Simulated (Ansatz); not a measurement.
# AlH5: one candidate of a structure search, part 2 of 3

Aim: relax a trial structure of AlH5 and see where it ends.

Ansatz 0.2.0; DFT PBE, scalar-relativistic, plane waves, PAW. Earlier steps stand in the parts before.

### Step 4. Coarse relaxation, continued

The end of the coarse run is made exact in the group found at a tolerance of 0.06 Å and reduced to its primitive cell.

The input, input.yaml:

```yaml
crystal:
  lattice:
    - [3.6311012066, 0.0, 0.0]
    - [-1.8155506033, 3.1446258886, 0.0]
    - [0.0, 0.0, 2.7565214635]
  atoms:
    - { symbol: Al, position: [0.0, 0.0, 0.5] }
    - { symbol: H, position: [0.3333333333, 0.6666666667, 0.5] }
    - { symbol: H, position: [0.0, 0.6589026111, 0.0] }
    - { symbol: H, position: [0.6589026111, 0.0, 0.0] }
    - { symbol: H, position: [0.3410973889, 0.3410973889, 0.0] }
    - { symbol: H, position: [0.6666666667, 0.3333333333, 0.5] }
basis:
  ecutwfc: 420
kpoints:
  mp_grid: { grid: [6, 6, 6] }
hamiltonian:
  xc: pbe
scf:
  occupations: { method: gaussian, width: 0.1 }
  lower_state_search: "off"
output:
  forces: true
  stress: true
  eigenvalues: true
relax:
  adjacent_minimum: "off"
  f_tol: 0.04
  max_steps: 70
  cell: { stress_tol: 0.4 }
```

On the command line:

```
$ ansatz run input.yaml --threads 1 --pin off --max-ram 2048MiB --backend cpu --events-out ev --progress --plain --runs-dir out
```

The log of the run:

```text
Warning: RAYON_NUM_THREADS=1 ignored (pool sized by the plan → 1); use --threads N
Engine: ansatz 0.2.0, aarch64-unknown-linux-gnu
Pseudopotentials: kind: paw
Pseudopotential: Al, paw, valence charge 3, recommended cutoff 420 eV (normal), Al.paw.azcp
Pseudopotential: H, paw, valence charge 1, recommended cutoff 420 eV (normal), H.paw.azcp
Functional definition: PBE
  parameter kappa = 0.804
  parameter beta = 0.06672455060314922
  exchange = pbe_x(kappa = kappa, mu = beta*pi^2/3)
  correlation = pbe_c(beta = beta)
Crystal: 6 atoms, lattice volume = 31.475 Å³
Basis set: ecut = 420 eV, 597 PW (Γ), exchange–correlation on 50×50×40 points (8 copies of the dense FFT grid, shifted against one another)
Bands: 10, of which v1, the nominal top of the filled ones, is band 4 counted from 1 (3 counted from 0)
Symmetry: 12 space group operations
Space group: P-62m (ITA 189), of the structure as read, at distance tolerance 3.2e-5 Å
k-points: 28 of 216 (time reversal used)
Non-local potential: Al, projectors of the file, l = 0: 2, l = 1: 2, l = 2: 1
Non-local potential: H, projectors of the file, l = 0: 2, l = 1: 1
PAW form: soft (Blöchl's): semilocal exchange-correlation on the pseudo side does not see the compensation charge
PAW one-centre angular grid: Al, 110 points (default); XC on 64 Gauss nodes
PAW one-centre angular grid: H, 110 points (default); XC on 64 Gauss nodes
Initial density: superposition of atomic densities (neutral atoms: chi_scale 0, normalization atom), corrected by the library's trained network
Initial wavefunctions: pseudopotential atomic-orbital guess
Functional: x = pbe(κ = 0.804, μ = 0.2195149727645171), c = pbe(β = 0.06672455060314922)
SCF iter   1: F=—  HF=-612.574966 eV  |F-HF|=—  |Δ(HF+E_count)|=         —  Δρ=1.64e-2  dr2=8.66e-2  ethr=1.77e-3  ⟨swp⟩=5.1  Hψ=1836  notcnv=0  defer=3
preconditioner: auto → none  [metal: Δε(μ)=0.080 eV  Ē_g=12.628 eV  σ=0.100 eV  W_gap=0.42  n_scr=6 (ndim 8)  ℏωp=18.7 eV  f_vac=0.000  D(μ)=1.08/eV (n_scr^D=8)  sad-step TF]
SCF iter   2: F=—  HF=-612.552076 eV  |F-HF|=—  |Δ(HF+E_count)|=   2.29e-2  Δρ=6.34e-3  dr2=1.53e-2  ethr=1.08e-3  ⟨swp⟩=1.0  Hψ=504  notcnv=0  defer=17
SCF iter   3: F=—  HF=-612.547353 eV  |F-HF|=—  |Δ(HF+E_count)|=   4.72e-3  Δρ=8.80e-4  dr2=1.02e-4  ethr=1.91e-4  ⟨swp⟩=2.0  Hψ=335  notcnv=0  defer=18
SCF iter   4: F=—  HF=-612.547393 eV  |F-HF|=—  |Δ(HF+E_count)|=   3.92e-5  Δρ=7.98e-5  dr2=1.06e-6  ethr=1.28e-6  ⟨swp⟩=1.4  Hψ=260  notcnv=0  defer=18
SCF iter   5: F=—  HF=-612.547415 eV  |F-HF|=—  |Δ(HF+E_count)|=   2.28e-5  Δρ=1.36e-5  dr2=5.93e-8  ethr=1.33e-8  ⟨swp⟩=2.4  Hψ=356  notcnv=0  defer=18
SCF iter   6: F=-612.547415 eV  HF=-612.547415 eV  |F-HF|=2.61e-10  |Δ(HF+E_count)|=   5.01e-9  Δρ=1.80e-6  dr2=9.57e-10  ethr=7.41e-10  ⟨swp⟩=5.9  Hψ=1419  notcnv=0
SCF 1 converged in 6 iterations: F = -612.547415 eV  dr2 = 9.57e-10
relax step   1: F+E_penalty+E_count = -612.54741542 eV  Δ(F+E_penalty+E_count) = +0.000e0 eV  max|allowed force component| = 2.171e-2 eV/Å  Δτ_max = 0.0000 Å  P = -0.665 GPa  Ω = 31.475 Å³  (6 SCF iters, dr2 threshold 1.00e-7 eV, accepted)
Crystal: 6 atoms, lattice volume = 31.220 Å³
Basis set: ecut = 420 eV, 621 PW (Γ), exchange–correlation on 50×50×40 points (8 copies of the dense FFT grid, shifted against one another)
Initial density: handed on by an earlier stage of this run
Initial wavefunctions: those handed on with the density
iter 1 solved again at ethr=9.92e-5 eV; its pass at ethr=3.10e-3 eV (dr2=7.94e-3 eV) is discarded
SCF iter   1: F=—  HF=-612.575379 eV  |F-HF|=—  |Δ(HF+E_count)|=         —  Δρ=5.12e-3  dr2=7.84e-3  ethr=9.92e-5  ⟨swp⟩=1.4  Hψ=2335  notcnv=0
preconditioner: auto → none  [metal: Δε(μ)=0.039 eV  Ē_g=12.631 eV  σ=0.100 eV  W_gap=0.22  n_scr=6 (ndim 8)  ℏωp=18.8 eV  f_vac=0.000  D(μ)=1.99/eV (n_scr^D=20)]
SCF iter   2: F=—  HF=-612.573185 eV  |F-HF|=—  |Δ(HF+E_count)|=   2.19e-3  Δρ=1.13e-3  dr2=2.09e-4  ethr=9.80e-5  ⟨swp⟩=1.3  Hψ=294  notcnv=0
SCF iter   3: F=—  HF=-612.573199 eV  |F-HF|=—  |Δ(HF+E_count)|=   1.33e-5  Δρ=5.23e-4  dr2=3.74e-5  ethr=2.61e-6  ⟨swp⟩=1.1  Hψ=286  notcnv=0
SCF iter   4: F=—  HF=-612.573220 eV  |F-HF|=—  |Δ(HF+E_count)|=   2.11e-5  Δρ=6.46e-5  dr2=6.32e-7  ethr=4.67e-7  ⟨swp⟩=1.4  Hψ=320  notcnv=0
SCF iter   5: F=-612.573220 eV  HF=-612.573220 eV  |F-HF|=7.59e-10  |Δ(HF+E_count)|=   3.16e-7  Δρ=4.53e-6  dr2=2.69e-9  ethr=7.50e-9  ⟨swp⟩=4.6  Hψ=1343  notcnv=0
SCF 2 converged in 5 iterations: F = -612.573220 eV  dr2 = 2.69e-9
relax step   2: F+E_penalty+E_count = -612.57322005 eV  Δ(F+E_penalty+E_count) = -2.580e-2 eV  max|allowed force component| = 1.353e-1 eV/Å  Δτ_max = 0.0333 Å  P = +0.650 GPa  Ω = 31.220 Å³  energy of the carried Pulay correction = +2.508e-4 eV  (5 SCF iters, dr2 threshold 6.00e-7 eV, accepted)
Crystal: 6 atoms, lattice volume = 32.599 Å³
Basis set: ecut = 420 eV, 657 PW (Γ), exchange–correlation on 50×50×40 points (8 copies of the dense FFT grid, shifted against one another)
iter 1 solved again at ethr=2.32e-4 eV; its pass at ethr=3.10e-3 eV (dr2=1.86e-2 eV) is discarded
SCF iter   1: F=—  HF=-612.562465 eV  |F-HF|=—  |Δ(HF+E_count)|=         —  Δρ=7.44e-3  dr2=1.92e-2  ethr=2.32e-4  ⟨swp⟩=1.1  Hψ=2295  notcnv=0
preconditioner: auto → none  [metal: Δε(μ)=0.027 eV  Ē_g=12.386 eV  σ=0.100 eV  W_gap=0.15  n_scr=6 (ndim 8)  ℏωp=18.4 eV  f_vac=0.000  D(μ)=2.04/eV (n_scr^D=26)]
SCF iter   2: F=—  HF=-612.557402 eV  |F-HF|=—  |Δ(HF+E_count)|=   5.06e-3  Δρ=2.93e-3  dr2=1.79e-3  ethr=2.32e-4  ⟨swp⟩=1.1  Hψ=285  notcnv=0
SCF iter   3: F=—  HF=-612.557311 eV  |F-HF|=—  |Δ(HF+E_count)|=   9.09e-5  Δρ=6.37e-4  dr2=4.61e-5  ethr=2.24e-5  ⟨swp⟩=1.6  Hψ=326  notcnv=0
SCF iter   4: F=—  HF=-612.557304 eV  |F-HF|=—  |Δ(HF+E_count)|=   7.26e-6  Δρ=2.72e-5  dr2=1.34e-7  ethr=5.77e-7  ⟨swp⟩=2.0  Hψ=390  notcnv=0
iter 5 did not close the SCF: its close was put off for the readings that it lacked (scf_convergence_deferred on its scf_iter line)
SCF iter   5: F=-612.557304 eV  HF=-612.557304 eV  |F-HF|=9.50e-10  |Δ(HF+E_count)|=   5.52e-8  Δρ=3.51e-6  dr2=1.75e-9  ethr=1.68e-9  ⟨swp⟩=2.0  Hψ=356  notcnv=0
SCF iter   6: F=-612.557304 eV  HF=-612.557304 eV  |F-HF|=1.14e-12  |Δ(HF+E_count)|=   1.18e-9  Δρ=3.26e-7  dr2=2.08e-11  ethr=2.18e-11  ⟨swp⟩=1.4  Hψ=924  notcnv=0
SCF 3 converged in 6 iterations: F = -612.557304 eV  dr2 = 2.08e-11
relax step   3: F+E_penalty+E_count = -612.55730356 eV  Δ(F+E_penalty+E_count) = +1.592e-2 eV  max|allowed force component| = 2.142e-1 eV/Å  Δτ_max = 0.0669 Å  P = -0.902 GPa  Ω = 32.599 Å³  energy of the carried Pulay correction = -2.410e-3 eV  (6 SCF iters, dr2 threshold 6.00e-7 eV, rejected (line search))
Crystal: 6 atoms, lattice volume = 31.668 Å³
iter 1 solved again at ethr=1.16e-4 eV; its pass at ethr=3.10e-3 eV (dr2=9.26e-3 eV) is discarded
SCF iter   1: F=—  HF=-612.581500 eV  |F-HF|=—  |Δ(HF+E_count)|=         —  Δρ=5.12e-3  dr2=9.14e-3  ethr=1.16e-4  ⟨swp⟩=1.4  Hψ=2202  notcnv=0
preconditioner: auto → none  [metal: Δε(μ)=0.017 eV  Ē_g=12.559 eV  σ=0.100 eV  W_gap=0.10  n_scr=6 (ndim 8)  ℏωp=18.7 eV  f_vac=0.000  D(μ)=2.14/eV (n_scr^D=26)]
SCF iter   2: F=—  HF=-612.579095 eV  |F-HF|=—  |Δ(HF+E_count)|=   2.41e-3  Δρ=1.95e-3  dr2=8.12e-4  ethr=1.14e-4  ⟨swp⟩=1.1  Hψ=282  notcnv=0
SCF iter   3: F=—  HF=-612.579042 eV  |F-HF|=—  |Δ(HF+E_count)|=   5.34e-5  Δρ=4.14e-4  dr2=1.80e-5  ethr=1.01e-5  ⟨swp⟩=1.6  Hψ=323  notcnv=0
SCF iter   4: F=—  HF=-612.579035 eV  |F-HF|=—  |Δ(HF+E_count)|=   6.28e-6  Δρ=1.85e-5  dr2=7.53e-8  ethr=2.25e-7  ⟨swp⟩=2.0  Hψ=392  notcnv=0
SCF iter   5: F=—  HF=-612.579036 eV  |F-HF|=—  |Δ(HF+E_count)|=   2.12e-7  Δρ=2.82e-6  dr2=1.27e-9  ethr=9.41e-10  ⟨swp⟩=1.2  Hψ=296  notcnv=0
SCF iter   6: F=-612.579036 eV  HF=-612.579036 eV  |F-HF|=3.18e-12  |Δ(HF+E_count)|=  4.52e-10  Δρ=2.52e-7  dr2=1.05e-11  ethr=1.59e-11  ⟨swp⟩=1.9  Hψ=925  notcnv=0
SCF 4 converged in 6 iterations: F = -612.579036 eV  dr2 = 1.05e-11
relax step   4: F+E_penalty+E_count = -612.57903566 eV  Δ(F+E_penalty+E_count) = -5.816e-3 eV  max|allowed force component| = 1.176e-3 eV/Å  Δτ_max = 0.0273 Å  P = -0.114 GPa  Ω = 31.668 Å³  energy of the carried Pulay correction = -5.789e-4 eV  (6 SCF iters, accepted)
Crystal: 6 atoms, lattice volume = 31.618 Å³
iter 1 solved again at ethr=7.72e-7 eV; its pass at ethr=3.10e-3 eV (dr2=6.18e-5 eV) is discarded
SCF iter   1: F=—  HF=-612.579248 eV  |F-HF|=—  |Δ(HF+E_count)|=         —  Δρ=4.22e-4  dr2=6.22e-5  ethr=7.72e-7  ⟨swp⟩=1.0  Hψ=1894  notcnv=0
preconditioner: auto → none  [metal: Δε(μ)=0.026 eV  Ē_g=12.568 eV  σ=0.100 eV  W_gap=0.14  n_scr=6 (ndim 8)  ℏωp=18.7 eV  f_vac=0.000  D(μ)=2.11/eV (n_scr^D=26)]
SCF iter   2: F=—  HF=-612.579208 eV  |F-HF|=—  |Δ(HF+E_count)|=   4.07e-5  Δρ=1.83e-4  dr2=9.48e-6  ethr=7.72e-7  ⟨swp⟩=1.0  Hψ=280  notcnv=0
iter 3 did not close the SCF: its close was put off for the readings that it lacked (scf_convergence_deferred on its scf_iter line)
SCF iter   3: F=-612.579205 eV  HF=-612.579205 eV  |F-HF|=4.75e-9  |Δ(HF+E_count)|=   2.66e-6  Δρ=2.91e-5  dr2=1.52e-7  ethr=1.19e-7  ⟨swp⟩=1.0  Hψ=280  notcnv=0
iter 4 did not close the SCF: its close was put off for the readings that it lacked (scf_convergence_deferred on its scf_iter line)
SCF iter   4: F=-612.579205 eV  HF=-612.579205 eV  |F-HF|=1.70e-9  |Δ(HF+E_count)|=   3.13e-8  Δρ=3.76e-6  dr2=1.76e-9  ethr=1.90e-9  ⟨swp⟩=1.9  Hψ=368  notcnv=0
iter 5 did not close the SCF: its close was put off for the readings that it lacked (scf_convergence_deferred on its scf_iter line)
SCF iter   5: F=-612.579205 eV  HF=-612.579205 eV  |F-HF|=5.00e-12  |Δ(HF+E_count)|=   2.02e-9  Δρ=3.75e-7  dr2=2.89e-11  ethr=2.20e-11  ⟨swp⟩=2.0  Hψ=393  notcnv=0
SCF iter   6: F=-612.579205 eV  HF=-612.579205 eV  |F-HF|=1.14e-13  |Δ(HF+E_count)|=  3.18e-12  Δρ=1.55e-8  dr2=5.77e-14  ethr=1.00e-12  ⟨swp⟩=1.0  Hψ=672  notcnv=0
SCF 5 converged in 6 iterations: F = -612.579205 eV  dr2 = 5.77e-14
relax step   5: F+E_penalty+E_count = -612.57920494 eV  Δ(F+E_penalty+E_count) = -1.693e-4 eV  max|allowed force component| = 4.801e-3 eV/Å  Δτ_max = 0.0001 Å  P = +0.131 GPa  Ω = 31.618 Å³  energy of the carried Pulay correction = -4.941e-4 eV  (6 SCF iters, dr2 threshold 4.62e-7 eV, accepted)
Basis set: ecut = 420 eV, 621 PW (Γ), exchange–correlation on 50×50×36 points (8 copies of the dense FFT grid, shifted against one another)
Initial wavefunctions: pseudopotential atomic-orbital guess (no wavefunctions were taken with the density)
iter 1 solved again at ethr=1.05e-7 eV; its pass at ethr=3.10e-3 eV (dr2=8.39e-6 eV) is discarded
SCF iter   1: F=—  HF=-612.580262 eV  |F-HF|=—  |Δ(HF+E_count)|=         —  Δρ=3.07e-4  dr2=1.22e-6  ethr=1.05e-7  ⟨swp⟩=2.6  Hψ=2504  notcnv=0
preconditioner: auto → none  [metal: Δε(μ)=0.030 eV  Ē_g=12.568 eV  σ=0.100 eV  W_gap=0.16  n_scr=6 (ndim 8)  ℏωp=18.7 eV  f_vac=0.000  D(μ)=2.12/eV (n_scr^D=26)]
SCF iter   2: F=—  HF=-612.580282 eV  |F-HF|=—  |Δ(HF+E_count)|=   1.99e-5  Δρ=1.54e-4  dr2=3.16e-7  ethr=1.53e-8  ⟨swp⟩=2.2  Hψ=396  notcnv=0
iter 3 did not close the SCF: its close was put off for the readings that it lacked (scf_convergence_deferred on its scf_iter line)
SCF iter   3: F=-612.580310 eV  HF=-612.580310 eV  |F-HF|=3.47e-10  |Δ(HF+E_count)|=   2.79e-5  Δρ=2.64e-6  dr2=2.58e-9  ethr=3.95e-9  ⟨swp⟩=2.0  Hψ=394  notcnv=0
iter 4 did not close the SCF: its close was put off for the readings that it lacked (scf_convergence_deferred on its scf_iter line)
SCF iter   4: F=-612.580310 eV  HF=-612.580310 eV  |F-HF|=5.07e-10  |Δ(HF+E_count)|=  2.46e-10  Δρ=1.28e-6  dr2=3.33e-10  ethr=3.22e-11  ⟨swp⟩=1.1  Hψ=286  notcnv=0
iter 5 did not close the SCF: its close was put off for the readings that it lacked (scf_convergence_deferred on its scf_iter line)
SCF iter   5: F=-612.580310 eV  HF=-612.580310 eV  |F-HF|=7.96e-12  |Δ(HF+E_count)|=  5.69e-10  Δρ=1.29e-7  dr2=2.83e-12  ethr=4.17e-12  ⟨swp⟩=2.4  Hψ=392  notcnv=0
SCF iter   6: F=-612.580310 eV  HF=-612.580310 eV  |F-HF|=1.14e-13  |Δ(HF+E_count)|=  8.87e-12  Δρ=2.81e-8  dr2=2.16e-13  ethr=1.00e-12  ⟨swp⟩=1.2  Hψ=760  notcnv=0
SCF 6 converged in 6 iterations: F = -612.580310 eV  dr2 = 2.16e-13
relax step   6: F+E_penalty+E_count = -612.58030954 eV  Δ(F+E_penalty+E_count) = -1.105e-3 eV  max|allowed force component| = 5.053e-3 eV/Å  Δτ_max = 0.0000 Å  P = +0.145 GPa  Ω = 31.618 Å³  stress off target by 2.05e-1 GPa  SCF on the basis re-selected at this cell (its energy is not comparable with the rows above)  (6 SCF iters)
basis re-selected at this cell: Δ(F+E_penalty+E_count) = -1.105e-3 eV, ΔP = +0.014 GPa vs the last step (what re-selecting the basis moved, of the pressure what is left beyond the Pulay correction that the steps carried, after the strain that the cell walked since its last selection, with what the two solves' SCF thresholds leave and, on support functions, any second-order correction that the steps lacked; it is no measure of the basis error at this ecutwfc). The dense FFT grid was sized anew with the basis: this SCF ran on 25×25×18 points, the steps before it on 25×25×20, so part of this shift can come from that change (see relax.cell in the input reference). This SCF's stress stands 2.05e-1 GPa from its target on what of the cell is left free (relax.cell.stress_tol is 4.00e-1 GPa) and its largest allowed force component is 5.05e-3 eV/Å (relax.f_tol is 4.00e-2 eV/Å): within both
SCF converged after 6 iterations
Free energy (F): -612.580310 eV
Harris-Foulkes:  -612.580310 eV  (|F-HF|=1.14e-13)
Internal energy: -612.569718 eV  (E = F + TS)
E sigma→0 (E₀):  -612.575014 eV
Entropy (-TS):   -0.010592 eV (-1.765 meV/atom)
Fermi energy:    4.954447 eV
--- Per-component energies (eV) ---
  E_band       = -1.781224
  E_kinetic    = 91.005326
  E_local      = -26.210853  (includes V_loc(G=0)·N_el)
  E_nonlocal   = 15.570178
  E_hartree    = 5.650766
  E_xc         = -84.631842
  E_vxc        = -87.360559  (∫ρ·V_xc dr)
  E_paw        = -469.248175  (= ΣΔE_a)
  E_vpaw       = -6.081428  (= ΣTr[D̂ρ^β])
  E_aug_tail   = -0.005419  (compensation charges beyond the density's cutoff)
  E_ewald      = -144.699697
  E_smearing   = -0.010592  (= −TS)
  E_closure    = -0.000000  (closes the sum)
  Σ components = -612.580310   (vs F -612.580310, Δ=0.00e0)
--- Forces (eV/Å), atoms counted from 1 ---
  atom   1  Al    -0.00000000     0.00000000     0.00000000
  atom   2  H     -0.00000000     0.00000000     0.00000000
  atom   3  H      0.00252671    -0.00437639    -0.00000000
  atom   4  H     -0.00505342    -0.00000000    -0.00000000
  atom   5  H      0.00252671     0.00437639     0.00000000
  atom   6  H     -0.00000000    -0.00000000     0.00000000
  max |Σ_I F_I| component: 1.00e-16 eV/Å
--- Stress (GPa, compression-positive) ---
        0.204593       0.000000       0.000000
        0.000000       0.204593       0.000000
        0.000000       0.000000       0.025570
  P = ⅓ Tr σ = 0.1449 GPa (1.449 kbar)
--- Band table (eV; the first three rows and the last of 28) ---
  k-point 0: bands = ["-8.0894", "2.9607", "2.9607", "4.5646", "5.3217", "8.9410", "8.9410", "12.6831", "14.3118", "22.4379"]
  k-point 1: bands = ["-7.5265", "3.3923", "3.3923", "4.1085", "4.9316", "9.4849", "9.4849", "9.9326", "17.9319", "17.9319"]
  k-point 2: bands = ["-5.8590", "0.5244", "4.5250", "4.5250", "5.8186", "10.4028", "11.0497", "11.0497", "13.7922", "13.7922"]
  k-point 27: bands = ["-0.4658", "0.9641", "0.9641", "1.3812", "1.3812", "4.4596", "14.2474", "14.2474", "15.5482", "16.5551"]
--- Relaxed structure (5 steps of the walk, 4 accepted, 1 SCFs on fresh bases) ---
  F+E_penalty+E_count = -612.58030954 eV   max|allowed force component| = 5.053e-3 eV/Å   (the final SCF, on the basis selected at the relaxed cell)
  cell:  # Å, volume = 31.6177 Å³
    - [3.705564792347743, 0.0, 0.0]
    - [-1.8527823961738714, 3.2091132455423534, 0.0]
    - [0.0, 0.0, 2.658832546007538]
  atoms:
    - { symbol: Al, position: [3.4312911290281105e-19, 3.6776467480766256e-19, 0.5] }
    - { symbol: H, position: [0.3333333333333333, 0.6666666666666667, 0.5] }
    - { symbol: H, position: [5.551115123125783e-17, 0.6572893983802571, 0.0] }
    - { symbol: H, position: [0.657289398380257, 3.6776467480766256e-19, 0.0] }
    - { symbol: H, position: [0.34271060161974287, 0.3427106016197428, 0.0] }
    - { symbol: H, position: [0.6666666666666667, 0.33333333333333326, 0.5] }
```

It took 7.5 s on 1 thread of Arm Neoverse V1, shared host; peak memory 0.27 GiB.

Step by step:

```
step  E - E(step 1) (eV/cell)  largest force component (eV/Å)  pressure (GPa)  volume (Å³)
   1                   0.0000                          0.0217           -0.67        31.48
   2                  -0.0258                          0.1353            0.65        31.22
   3                  -0.0099                          0.2142           -0.90        32.60
   4                  -0.0316                          0.0012           -0.11        31.67
   5                  -0.0318                          0.0048            0.13        31.62
   6                  -0.0329                          0.0051            0.14        31.62
```

Step 1 is the start. Step 6 repeats the geometry before it on a plane-wave basis chosen anew for that cell, so its energy need not be comparable with the rows above. Step 3 was tried and not accepted.

|  | before | after | change |
| --- | --- | --- | --- |
| a (Å) | 3.631 | 3.706 | +2.1 % |
| b (Å) | 3.631 | 3.706 | +2.1 % |
| c (Å) | 2.757 | 2.659 | -3.5 % |
| volume (Å³/atom) | 5.25 | 5.27 | +0.5 % |
| shortest distance (Å) | 1.825 | 1.803 | -1.2 % |
| space group (0.01 Å) | P-62m | P-62m | same |

Forces and stress were held to the start's 12 operations: a distortion of lower symmetry was not tested.

[end of part 2 of 3]
